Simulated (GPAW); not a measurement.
The system is PbO2.

```xyz
3
Lattice="0.0000 2.7020 2.7020 2.7020 0.0000 2.7020 2.7020 2.7020 0.0000" Properties=species:S:1:pos:R:3 pbc="T T T"
Pb    0.0000    0.0000    0.0000
O     4.0530    4.0530    4.0530
O     1.3510    1.3510    1.3510
```

The cell comes from a database or a generator and needn't be the stable form of this composition.

| Property | Result |
| --- | --- |
| Program | GPAW 26.7.0 |
| Task | single point |
| Functional | PBEsol |
| Potentials or basis | PAW data sets generated in the run's folder for this functional |
| Cutoff | 800 eV |
| Basis | pw |
| k mesh | 9 × 9 × 9 |
| Occupations | fermi-dirac, width 0.05 eV |
| Spin | no spin polarisation |

On this cell: pressure -7.1 GPa; largest force zero by symmetry; band gap on the k mesh none (metal or under the smearing width).

The same run follows on a disturbed copy (atoms moved at random, drawn with an rms of 0.05 Å):

```
Pb O
1.0
     0.00000    2.70199    2.70199
     2.70199    0.00000    2.70199
     2.70199    2.70199    0.00000
Pb O
1 2
Direct
  0.99611 0.00198 0.00536
  0.74542 0.74686 0.74195
  0.23800 0.27224 0.24122
```

Q: What does the disturbed cell give?

A: The energy (extrapolated to zero smearing) moves by +8.3 meV/atom; pressure -6.8 GPa; largest force 0.477 eV/Å; band gap on the k mesh none (metal or under the smearing width).

Forces in eV/Å, atoms in the order of the input:
```
Pb  -0.052 -0.264  0.091
O    0.355  0.015  0.180
O   -0.303  0.249 -0.271
```

Stress tensor (GPa, compression positive):
```
-6.62 -0.03 -0.01
-0.03 -6.88 -0.25
-0.01 -0.25 -6.77
```
